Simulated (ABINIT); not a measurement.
ZnSe (Stilleite), 2 atoms in the cell. Symmetry: F-43m, No. 216, cubic system. Conventional cell: a = 5.668 Å, b = 5.668 Å, c = 5.668 Å, α = 90.00°, β = 90.00°, γ = 90.00°. Around Se (site symmetry -43m) lie 4 Zn at 2.45 Å. Zn (site symmetry -43m) has 4 Se at 2.45 Å as nearest neighbours. 

```yaml
Program: ABINIT 10.8.3 (patched build)
Task: single point
Functional: LDA
Potentials_or_basis: PseudoDojo NC SR LDA v0.4.1 standard
Cutoff: 1061 eV
k_mesh: 6 × 6 × 6
Occupations: fermi-dirac, width 0.05 eV
Spin: no spin polarisation
```

Potentials or basis: PseudoDojo NC SR LDA v0.4.1 standard.

Launch:

```sh
$ abinit run.abi > log 2>&1
```

Hardware: 1 thread of Intel(R) Xeon(R) 6975P-C (Granite Rapids) (shared host).

Problem. How long does it take, and how much memory?

Solution. It took 40 s on 1 thread of Intel(R) Xeon(R) 6975P-C (Granite Rapids), with other jobs on the host, peak memory 0.09 GiB. Counts: scf iterations 15, mpi ranks 1, k points 16, bands 22, plane waves 3593.
